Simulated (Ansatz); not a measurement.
Crystal: Co.

```xyz
4
Lattice="2.4706 0.0000 0.0000 -1.2353 2.1396 0.0000 0.0000 0.0000 8.0882" Properties=species:S:1:pos:R:3 pbc="T T T"
Co    1.2353    0.7132    6.0662
Co    0.0000    0.0000    4.0441
Co    0.0000    1.4264    2.0221
Co    0.0000    0.0000    0.0000
```

Base run:

```yaml
Program: Ansatz 0.2.0
Functional: PBE
Potentials_or_basis: Ansatz PAW
Cutoff: "420 eV (not typed: the program's choice for these potentials)"
k_mesh: 10 × 10 × 3
Occupations: fermi-dirac, width 0.05 eV
Spin: collinear spin, ferromagnetic start
Starting_moments: "[1.5, 1.5, 1.5, 1.5] μB"
Fixed_moment: 6 μB
```

Its results: pressure 2.3 GPa; site moments Co +1.59, +1.56 μB.

**Question.** The run is repeated on the same cell with these changes: fixed moment from 6 μB to 2 μB; moments at the start from [1.5, 1.5, 1.5, 1.5] to [0.5, 0.5, 0.5, 0.5]. What comes out?

**Answer.** Pressure -6.1 GPa; site moments Co +0.09, +0.97 μB.

Caveats: the total moment is fixed, so each spin has its own Fermi level; the thresholds are loose for stress.
